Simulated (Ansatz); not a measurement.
Density of states of Cs (Im-3m, a = 6.159 Å, b = 6.159 Å, c = 6.159 Å, α = 90.00°, β = 90.00°, γ = 90.00°), in states per eV and primitive cell, averaged over bins of 0.4 eV. Computed with Ansatz 0.2.0, DFT PBE, scalar-relativistic, plane waves, PAW.

Plane waves to 420 eV, a k mesh through Γ of 10×10×10 on the computed 1-atom cell and Gaussian smearing (0.10 eV); no spin polarisation.

The cell is relaxed at this level. The states (both spins) are summed by tetrahedra on a 15×15×15 mesh at the self-consistent density. Energies are bin centres; the table starts no lower than −8 eV and ends at 6 eV, or lower where the solved bands end.

It is a metal at this level.

```csv
E − E_F (eV),total,Cs 6s
-1.45,0.23,0.23
-1.05,0.46,0.44
-0.65,0.68,0.65
-0.25,0.99,0.93
0.15,1.43,1.22
0.55,1.31,0.61
0.95,3.13,0.05
1.35,2.49,0.08
1.75,2.83,0.11
2.15,1.66,0.10
2.55,1.83,0.08
2.95,3.37,0.12
3.35,3.83,0.05
3.75,3.91,0.03
```

The columns after the total are the Löwdin projections on the occupied valence shells of the potentials. The rest of the total lies in shells that are empty in the free atom, which aren't projected, and between the atoms.

Spin-orbit coupling is left out, which matters for the bands of heavy elements.

Cost: 1 run of about 0.25 core-minutes, on Arm Neoverse V1 (shared hosts).